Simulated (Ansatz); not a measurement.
# Every step of a relaxation of P (A7 type)

DFT, PBE, PAW with Ansatz's default frozen-core files, scalar-relativistic (Ansatz 0.2.0); a Γ-centred 15×15×15 k mesh, Fermi–Dirac smearing of 0.05 eV, no spin polarisation. The run relaxes shape and atoms at held volume.

Command: `ansatz run input.yaml --threads 1 --pin off --max-ram 2048MiB --backend cpu --events-out ev --progress --plain --runs-dir out` It took 33 s on 1 thread of Intel(R) Xeon(R) Platinum 8488C (Sapphire Rapids) (shared host), peak memory 0.44 GiB.

```yaml
crystal:
  lattice:
    - [1.5814968627, -0.9130776394, 2.7879235245]
    - [0.0, 1.8261552788, 2.7879235245]
    - [-1.5814968627, -0.9130776394, 2.7879235245]
  atoms:
    - { symbol: P, position: [0.2293462223, 0.2293462223, 0.2293462223] }
    - { symbol: P, position: [-0.2293462223, -0.2293462223, -0.2293462223] }
kpoints:
  mp_grid: { grid: [15, 15, 15] }
scf:
  occupations: { method: fermi_dirac, width: 0.05 }
hamiltonian:
  xc: pbe
  pseudopotentials: { kind: paw }
output:
  forces: true
  stress: true
  write_density: true
  write_potential: true
  elf: true
  volumetric_format: npy
relax:
  f_tol: 0.005
  max_steps: 30
  cell: { stress_tol: 0.15, fix: [volume] }
```

Each step lists its free energy a cell above the last geometry, the pressure, the cell vectors (Å), and Cartesian positions (Å) with forces (eV/Å).

The first step:

```
step 1  dF = 350.31 meV  P = 46.1 GPa
  cell 1.5815 -0.9131 2.7879  0.0000 1.8262 2.7879  -1.5815 -0.9131 2.7879
  P 0.0000 0.0000 1.9182   0.0000 0.0000 2.1973
  P 0.0000 0.0000 -1.9182   0.0000 0.0000 -2.1973
```

Q: Where does the relaxation end, and by which steps?

A: After 6 geometries, with conventional a, b, c = 2.294, 2.294, 2.294 Å, at 12.078 Å³/atom and 33.2 GPa in space group Pm-3m, with a shortest distance of 2.294 Å. The further steps:
```
step 2  dF = 153.39 meV  P = 38.8 GPa
  cell 1.6211 -0.9359 2.6534  0.0000 1.8719 2.6534  -1.6211 -0.9359 2.6534
  P 0.0000 0.0000 1.8557   0.0000 0.0000 1.5151
  P 0.0000 0.0000 -1.8557   0.0000 0.0000 -1.5151
step 3  dF = 33.30 meV  P = 35.3 GPa
  cell 1.6336 -0.9431 2.6130  0.0000 1.8863 2.6130  -1.6336 -0.9431 2.6130
  P 0.0000 0.0000 1.8866   0.0000 0.0000 0.5192
  P 0.0000 0.0000 -1.8866   0.0000 0.0000 -0.5192
step 4  dF = 1.61 meV  P = 33.2 GPa
  cell 1.6302 -0.9412 2.6239  0.0000 1.8824 2.6239  -1.6302 -0.9412 2.6239
  P 0.0000 0.0000 1.9659   0.0000 0.0000 0.0098
  P 0.0000 0.0000 -1.9659   0.0000 0.0000 -0.0098
step 5  dF = 0.05 meV  P = 33.2 GPa
  cell 1.6235 -0.9373 2.6456  0.0000 1.8746 2.6456  -1.6235 -0.9373 2.6456
  P 0.0000 0.0000 1.9840   0.0000 0.0000 0.0011
  P 0.0000 0.0000 -1.9840   0.0000 0.0000 -0.0011
step 6  dF = 0.00 meV  P = 33.2 GPa
  cell 1.6221 -0.9365 2.6501  0.0000 1.8730 2.6501  -1.6221 -0.9365 2.6501
  P 0.0000 0.0000 1.9876   0.0000 0.0000 -0.0003
  P 0.0000 0.0000 -1.9876   0.0000 0.0000 0.0003
step 7  dF = -0.23 meV  P = 33.2 GPa  (same geometry on a basis chosen anew; earlier energies don't compare to the last digit)
  cell 1.6221 -0.9365 2.6501  0.0000 1.8730 2.6501  -1.6221 -0.9365 2.6501
  P 0.0000 0.0000 1.9876   0.0000 0.0000 -0.0003
  P 0.0000 0.0000 -1.9876   0.0000 0.0000 0.0003
```
